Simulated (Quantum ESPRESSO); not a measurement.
Ag:

```xyz
2
Lattice="2.9300 0.0000 0.0000 -1.4650 2.5375 0.0000 0.0000 0.0000 4.7900" Properties=species:S:1:pos:R:3 pbc="T T T"
Ag    1.4650    0.8458    3.5925
Ag    0.0000    1.6916    1.1975
```

This isn't the form of Ag at room conditions, which is fcc.

* Program: Quantum ESPRESSO 7.5
* Task: relaxation of cell and atoms
* Functional: PBEsol
* Dispersion: rVV10
* Potentials or basis: GBRV 1.5 PBEsol
* Cutoff: 762 eV
* Density cutoff: 6095 eV
* k mesh: 10 × 10 × 6
* Occupations: fermi-dirac, width 0.05 eV
* Spin: no spin polarisation

At the start: pressure -11.1 GPa; volume 17.81 Å³/atom.

Q: How do energy, volume and symmetry change on relaxing?

A: Over 11 steps the energy falls by 62.5 meV/atom and the volume is 16.02 Å³/atom (-10.0 %); space group P6_3/mmc (No. 194, to 0.05 Å).

The path:
```
step  energy change (eV)  largest force (eV/Å)  pressure (GPa)  volume (Å³)
   1              0.0000                0.0000          -11.05        35.61
   2             -0.0399                0.0000           -9.58        34.96
   3             -0.0949                0.0000           -6.35        33.79
   4             -0.1250                0.0000           -1.07        32.33
   5             -0.0995                0.0000            5.96        30.89
   6             -0.1022                0.0000            5.58        30.95
   7             -0.1069                0.0000            4.87        31.08
   8             -0.1126                0.0000            3.89        31.27
   9             -0.1182                0.0000            2.72        31.50
  10             -0.1226                0.0000            1.44        31.76
  11             -0.1250                0.0000            0.15        32.05
```

Final structure:
```
Ag
1.0
     2.83272    0.00000    0.00000
    -1.41636    2.45321    0.00000
     0.00000    0.00000    4.61191
Ag
2
Cartesian
  1.4164 0.8177 3.4589
  0.0000 1.6355 1.1530
```

Caveat: rVV10's parameter b was fitted to another functional.
